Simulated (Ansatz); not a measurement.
**SiO$_{2}$ (P4_2/mcm)**

These are results of Ansatz, DFT PBE, scalar-relativistic, plane waves, PAW, not measurements.

Plane waves to 420 eV, a k mesh through Γ of 4×4×4 on the computed 24-atom cell and Gaussian smearing (0.02 eV); no spin polarisation.

The structure is relaxed at this level of theory with its symmetry kept, and needn't be the ground state of this composition.

```cif
data_structure
_symmetry_space_group_name_H-M 'P 1'
_symmetry_Int_Tables_number 1
_cell_length_a 8.2390
_cell_length_b 8.2390
_cell_length_c 5.5590
_cell_angle_alpha 90.000
_cell_angle_beta 90.000
_cell_angle_gamma 90.000
_cell_volume 377.35
loop_
_atom_site_label
_atom_site_type_symbol
_atom_site_fract_x
_atom_site_fract_y
_atom_site_fract_z
_atom_site_occupancy
Si1 Si 0.31385 0.93126 0.50000 1
Si2 Si 0.68615 0.93126 0.00000 1
Si3 Si 0.68615 0.06874 0.50000 1
Si4 Si 0.93126 0.68615 0.00000 1
Si5 Si 0.93126 0.31385 0.50000 1
Si6 Si 0.31385 0.06874 0.00000 1
Si7 Si 0.06874 0.31385 0.00000 1
Si8 Si 0.06874 0.68615 0.50000 1
O1 O 0.50000 0.00000 0.50000 1
O2 O 0.23645 0.00000 0.25000 1
O3 O 0.23645 0.00000 0.75000 1
O4 O 0.26575 0.73425 0.50000 1
O5 O 0.76355 0.00000 0.75000 1
O6 O 0.76355 0.00000 0.25000 1
O7 O 0.73425 0.73425 0.00000 1
O8 O 0.50000 0.00000 0.00000 1
O9 O 0.73425 0.26575 0.50000 1
O10 O 0.00000 0.50000 0.00000 1
O11 O 0.00000 0.76355 0.75000 1
O12 O 0.00000 0.76355 0.25000 1
O13 O 0.00000 0.23645 0.25000 1
O14 O 0.00000 0.23645 0.75000 1
O15 O 0.00000 0.50000 0.50000 1
O16 O 0.26575 0.26575 0.00000 1
```

(1) Formation energy from the elements' standard states (uncorrected)?

(2) Kohn–Sham band gap?

(3) Orbital (Löwdin) character of the top 1 eV of the valence band?

(4) Orbital (Löwdin) character of the lowest 1 eV of the conduction band?

(5) Electron masses at the edge by direction of the standard setting (m_e; one valley, along these axes only; no spin-orbit coupling)?

(6) Hole masses at the edge by direction of the standard setting (m_e; one valley, along these axes only; no spin-orbit coupling)?

Results:

(1) -2.590 eV/atom.

(2) 4.81 eV, direct at Γ.

(3) O 2p 97 %.

(4) Si 3s 41 %, O 2s 20 %, Si 3p 17 %, unprojected 15 %.

(5) x: 0.53; y: 0.53; z: 0.59.

(6) x: 5.1; y: 5.1; z: 1.2.

The cell was found from a structure generator's guess, not taken from experiment. Kohn–Sham gaps at this level usually fall short of measured ones. Löwdin shares on free-atom orbitals overweight diffuse shells in the empty bands.
